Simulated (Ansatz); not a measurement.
A 2-atom cell of BaS started from a crystallographic database, relaxed with r2SCAN: 7 runs in Ansatz 0.2.0, each a construction of maximally localised Wannier functions. The symmetry is Fm-3m (No. 225, cubic); conventional cell a = 6.424 Å, 33.14 Å³ an atom. Around Ba lie 6 S at 3.21 Å; around S lie 6 Ba at 3.21 Å. Spin-unpolarised throughout; all numbers are computed.

```
Ba S
1.0
     0.00000    3.21191    3.21191
     3.21191    0.00000    3.21191
     3.21191    3.21191    0.00000
Ba S
1 1
Direct
  0.00000 0.00000 0.00000
  0.50000 0.50000 0.50000
```

Windows count from the top of the filled bands; a dash means that no such window was set (without an outer window there is no disentanglement). Rows marked drawn have settings drawn at random (some not listed).

```csv
functional,SCF mesh,trial orbitals,functions,mesh,window (eV),frozen (eV),settings,Ω total (Å²),Ω invariant (Å²),largest spread (Å²),least projectability,"interpolation miss of the model's filled bands (eV, to the nearest computed level)"
PBE,6×6×6,"S s, S p",4,4×4×4,–,–,chosen,9.69,8.63,2.42,0.78,0.048
PBE,6×6×6,"S s, S p",4,6×6×6,–,–,chosen,10.45,9.36,2.61,0.77,0.015
PBE,6×6×6,S p,3,4×4×4,–,–,chosen,7.21,7.16,2.40,0.92,0.062
r2SCAN,6×6×6,"S s, S p",4,4×4×4,–,–,chosen,9.75,8.68,2.44,0.75,0.061
r2SCAN,6×6×6,S p,3,4×4×4,–,–,chosen,7.00,6.96,2.33,0.93,0.054
HSE06,4×4×4,"S s, S p",4,4×4×4,–,–,chosen,10.26,9.18,2.56,0.70,–
PBE,6×6×6,"S s, S p (loose tolerance)",4,4×4×4,–,–,drawn,9.69,8.63,2.42,0.78,0.048
```

A dash in the last column means that the miss wasn't evaluated.

For S s, S p with PBE the spread goes 9.69 Å² (4×4×4), 10.45 Å² (6×6×6): finite differences on a coarse mesh understate it.

The runs are scalar-relativistic, without spin-orbit coupling.
